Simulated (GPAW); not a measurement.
Runs of GPAW 26.7.0 on WS2 (Tungstenite). Symmetry: P6_3/mmc, No. 194, hexagonal system. Conventional cell: a = 3.180 Å, b = 3.180 Å, c = 12.500 Å, α = 90.00°, β = 90.00°, γ = 120.00°. Around W (site symmetry -6m2) lie 6 S at 2.41 Å. Around S (site symmetry 3m) lie 3 W at 2.41 Å. 

```csv
task,potentials or basis,cell,cutoff (eV),smearing,kernel,eta,response ecut,scissors,maxiter,gap on the mesh (eV)
optical spectrum,"the program's PAW data sets (release 1.2.1) made for this functional, newer versions, pw","P6_3/mmc, 18.24 Å³/atom",500,fermi-dirac 0.001 eV,RPA,0.1 eV,60 eV,0.5 eV,150,1.11
single point,"the program's PAW data sets (release 1.2.1) made for this functional, newer versions, pw","P6_3/mmc, 18.24 Å³/atom",500,fermi-dirac 0.05 eV,-,-,-,-,120,1.11
dielectric tensor,"the program's PAW data sets (release 1.2.1) made for this functional, pw","P6_3/mmc, 18.61 Å³/atom",400,fermi-dirac 0.001 eV,-,-,80 eV,-,150,1.12
dielectric tensor,"the program's PAW data sets (release 1.2.1) made for this functional, pw","P6_3/mmc, 17.15 Å³/atom",400,fermi-dirac 0.001 eV,-,-,80 eV,-,150,(a)
dielectric tensor,"the program's PAW data sets (release 1.2.1) made for this functional, pw","P6_3/mmc, 18.24 Å³/atom",400,fermi-dirac 0.001 eV,-,-,80 eV,-,150,1.11
```

Alike in all rows: level LDA; no spin polarisation; k mesh 8 × 8 × 2.

Estimate the missing entries.

(a) 1.06.

Caveats: spin-orbit coupling is left out, which moves the levels of the heavy elements; the long-wavelength limit can be off by several per cent where d states take part (some runs); an odd mesh through Γ misses points on the zone boundary, where band edges often lie (some runs); spectra need much finer meshes, so this one isn't converged (some runs); independent-particle spectra lack excitons (some runs); the cutoff is short for stress and forces, so pressures can be off by a GPa or more (some runs).

A k mesh can miss the band edges, and the runs leave out spin-orbit coupling on W.
